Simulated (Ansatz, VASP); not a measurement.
## One calculation of Mg, two programs

File INCAR:

```
SYSTEM = Mg
PREC = Accurate
ENCUT = 520
EDIFF = 1E-6
ISMEAR = -1
SIGMA = 0.1
LREAL = .False.
LASPH = .True.
NELM = 100
ALGO = Normal
ISIF = 2
LWAVE = .False.
LCHARG = .False.
NBANDS = 9
```

The input KPOINTS:

```
Automatic mesh
0
Gamma
  19 19 10
  0 0 0
```

The input POSCAR:

```
Mg
1.0
    3.1325008920      0.0000000000      0.0000000000
   -1.5662504460      2.7128253499      0.0000000000
    0.0000000000      0.0000000000      5.0848940273
Mg
2
Direct
    0.3333333333      0.6666666667      0.2500000000
    0.6666666667      0.3333333333      0.7500000000
```

Input for Ansatz:

```yaml
crystal:
  lattice:
    - [3.132500892, 0.0, 0.0]
    - [-1.566250446, 2.7128253499, 0.0]
    - [0.0, 0.0, 5.0848940273]
  atoms:
    - { symbol: Mg, position: [0.3333333333, 0.6666666667, 0.25] }
    - { symbol: Mg, position: [0.6666666667, 0.3333333333, 0.75] }
hamiltonian:
  xc: lda
  pseudopotentials:
    kind: paw
    azcp:
      Mg: "pseudopotentials/Mg.paw.azcp"
basis:
  ecutwfc: 420
  fft_grid_basis: typed
kpoints:
  mp_grid: { grid: [19, 19, 10], shift: [0, 0, 0] }
magnetization:
  spin_polarized: false
scf:
  occupations: { method: fermi_dirac, width: 0.1 }
output:
  stress: true
```

Alike in both runs: task single point; functional LDA; k mesh 19 × 19 × 10; occupations fermi-dirac, width 0.1 eV; no spin polarisation.

|  | VASP | Ansatz |
| --- | --- | --- |
| version | VASP 6.6.1 | Ansatz 0.2.0 |
| potentials or method | VASP PAW LDA potentials, release 64 (Mg) | plane waves (420 eV) with PAW, scalar-relativistic |
| plane-wave cutoff (eV) | 520 | 420 |
| valence electrons in the cell | 4 | 20 |

|  | VASP | Ansatz | Ansatz less VASP |
| --- | --- | --- | --- |
| pressure (GPa) | -0.3 | 0.1 | +0.33 |

The two sets of potentials don't hold the same shells in valence. Ansatz warned: «pseudo_functional_mismatch».
